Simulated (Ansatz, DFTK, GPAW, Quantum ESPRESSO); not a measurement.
## Fitting the LDA energy curve of Si

It takes space group Fd-3m (No. 227, cubic). The conventional cell has a = 5.444 Å, b = 5.444 Å, c = 5.444 Å, α = 90.00°, β = 90.00°, γ = 90.00°. Si (site symmetry -43m) is surrounded by 4 Si at 2.36 Å.

The cell was scaled at fixed shape and fractions and run with GPAW, PAW data sets generated for this functional, cutoff 600 eV; LDA, k mesh 8 × 8 × 8 on the cell of 2 atoms, fermi-dirac occupations of 0.05 eV, no spin polarisation, no spin-orbit coupling. Energies are those that the program minimises, any entropy of the smearing included.

| V (Å³/atom) | energy over the lowest row (meV/atom) |
| --- | --- |
| 18.9549 | 10.52 |
| 19.3582 | 2.49 |
| 19.7615 | 0.00 |
| 20.1648 | ? |
| 20.5681 | 9.41 |
| 20.9714 | 20.35 |
| 21.3746 | 34.87 |

**Question.** Fit the third-order Birch-Murnaghan form, give V0, B0 and B′, and predict the energy left open.

**Answer.** With y = (V0/V)^(2/3), E = E0 + (9 V0 B0/16) [(y - 1)³ B′ + (y - 1)² (6 - 4y)]. Least squares through the rows shown give V0 = 19.7547 Å³/atom, E0 = 0.00 meV, B0 = 96.75 GPa (1 eV/Å³ = 160.218 GPa) and B′ = 4.32, with a largest miss of 0.00 meV. At V = 20.1648 the form with these constants gives 2.48 meV; the run gave 2.47 meV an atom. Other set-ups at this level, from all their volumes (Å³/atom, GPa): DFTK, PseudoDojo SR LDA 0.4.1 stringent (LDA): V0 19.621, B0 96.31; GPAW, the program's PAW data sets (release 1.2.1) made for this functional: V0 19.755, B0 96.73; Ansatz, all-electron LAPW, point nuclei: V0 19.685, B0 96.31; Quantum ESPRESSO, GBRV 1.5 LDA: V0 19.689, B0 96.61. Measured volume: 20.02 Å³/atom at 295.65 K (a printed reference work), so the fit lies -1.3 % from it. The runs are for a static lattice.
